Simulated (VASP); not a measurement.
Set up this calculation in VASP 6.6.1, as the native input.

- Task: single point
- Functional: LDA
- Potentials or basis: VASP PAW LDA potentials, release 64 (Ga_d)
- Cutoff: 520 eV
- k mesh: 10 × 10 × 10
- Occupations: gaussian, width 0.15 eV
- Spin: non-collinear spin, zero start, spin-orbit coupling
- Starting moments: [[0.0, 0.0, 0.0]] μB
- Dipole correction: no
- Further INCAR settings: ALGO = Fast; EDIFF = 1e-06; NBANDS = 24

The structure of Ga lies in POSCAR:

```
Ga
1.0
   -1.3935671902      1.3935671902      2.3265304007
    1.3935671902     -1.3935671902      2.3265304007
    1.3935671902      1.3935671902     -2.3265304007
Ga
1
Direct
    0.0000000000      0.0000000000      0.0000000000
```

This isn't the form of Ga at room conditions, which is orthorhombic.

The cell isn't the ideal one: volume scaled by 1.02.

The input as run:

INCAR

```
SYSTEM = Ga
  PREC = Accurate
  ENCUT = 520
  EDIFF = 1E-6
  ISMEAR = 0
  SIGMA = 0.15
  LREAL = .False.
  LASPH = .True.
  NELM = 150
  ALGO = Fast
  ISIF = 2
  LWAVE = .False.
  LCHARG = .False.
  MAGMOM = 0 0 0
  LORBIT = 11
  LSORBIT = .True.
  GGA_COMPAT = .False.
  LORBMOM = .True.
  GGA = CA
  NBANDS = 24
```

KPOINTS

```
regular mesh
0
Gamma
  10 10 10
  0 0 0
```

Potentials or basis: VASP PAW LDA potentials, release 64 (Ga_d).

The run is started by

```console
$ cat potpaw_LDA.64/Ga_d/POTCAR > POTCAR
$ mpirun -np 1 vasp_ncl > vasp.out
```

Results of the run:

| Quantity | Value |
| --- | --- |
| Pressure | -2.8 GPa |
| Net moment | 0.00 μB per cell |
| Valence electrons inside the program's atomic spheres | Ga 11.57 |

Run time: 86 s on 1 thread of Intel(R) Xeon(R) Platinum 8259CL CPU @ 2.50GHz (Skylake/Cascade Lake), with other jobs on the host, peak memory 0.21 GiB.
